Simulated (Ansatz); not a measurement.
Runs of Ansatz 0.2.0 on Yb. The structure is cubic, space group Im-3m (No. 229). The conventional cell has a = 4.303 Å, b = 4.303 Å, c = 4.303 Å, α = 90.00°, β = 90.00°, γ = 90.00°. Yb (site symmetry m-3m) has 8 Yb at 3.73 Å as nearest neighbours. This isn't the form of Yb at room conditions, which is fcc.

```tsv
task	level	potentials or basis	spin	k mesh	cutoff (eV)	smearing	driver	gap on the mesh (eV)	pressure (GPa)	moment (μB)
density of states	revPBE	SSSP efficiency PAW	collinear, ferromagnetic start	7 × 7 × 7	544	methfessel-paxton 0.05 eV	chain	none	(a)	0.00
electric field gradients	RPBE	Ansatz PAW	collinear, program default start	9 × 9 × 9	420	fermi-dirac 0.05 eV	chain	none	-0.9	0.00
electric field gradients	RPBE	Ansatz PAW	collinear, program default start	9 × 9 × 9	420	fermi-dirac 0.05 eV	-	none	-0.9	0.00
density of states	m-r2SCAN	Ansatz PAW	collinear, ferromagnetic start	9 × 9 × 9	500	tetrahedron	chain	none	-2.6	0.00
```

Alike in all rows: cell as given.

Question: Fill in the values left out.

Answer: (a) -2.0.

Caveats: spin-orbit coupling is left out, which moves the levels of the heavy elements; the potentials were made for another functional, which shifts forces and pressure (some runs); the starting moments weren't kept (some runs); the PAW data sets come from PBE, with cores solved anew for the run's functional, which leaves a small shift of forces and pressure (some runs); the magnetic or orbital state may not be the lowest (some runs); the PAW data sets were made with another functional, which shifts forces and pressure a little (some runs); with tetrahedron occupations forces and stress needn't match the slope of the energy (some runs).

A k mesh can miss the band edges, and the runs leave out spin-orbit coupling on Yb.

A gap of «none» marks a metal or a gap under the smearing width.
